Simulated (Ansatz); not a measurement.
Input of an Ansatz 0.2.0 run:

File input:

```
crystal:
  lattice:
    - [3.43321, 0.0, 0.0]
    - [-1.7166, 2.97324, 0.0]
    - [0.0, 0.0, 3.96982]
  atoms:
    - { symbol: Hf, position: [0.0, 0.0, 0.5] }
    - { symbol: "N", position: [0.0, 0.0, 0.0] }
hamiltonian:
  xc: { exchange: pbe, correlation: pbe, exx: { coeff: 0.3, omega: 0.2 } }
  pseudopotentials: { kind: paw }
kpoints:
  mp_grid: { grid: [5, 5, 4] }
scf:
  occupations: { method: fermi_dirac, width: 0.05 }
output:
  forces: true
  stress: true
  eigenvalues: true
```

Question: What does it give for the pressure?

Answer: -0.4 GPa.

Question: Estimate the band gap on the k mesh.

Answer: None (metal or under the smearing width).

Stress tensor (GPa, compression positive):
```
 3.48  0.00  0.00
 0.00  3.48  0.00
 0.00  0.00 -8.05
```

Caveat: the k mesh is coarse (spacing up to 0.42 Å⁻¹), so the values aren't converged, least of all with exact exchange; the PAW data sets come from PBE, with cores solved anew for the run's functional, which leaves a small shift of forces and pressure; the thresholds are loose for stress. Spin-orbit coupling is left out, which matters for the levels of Hf.
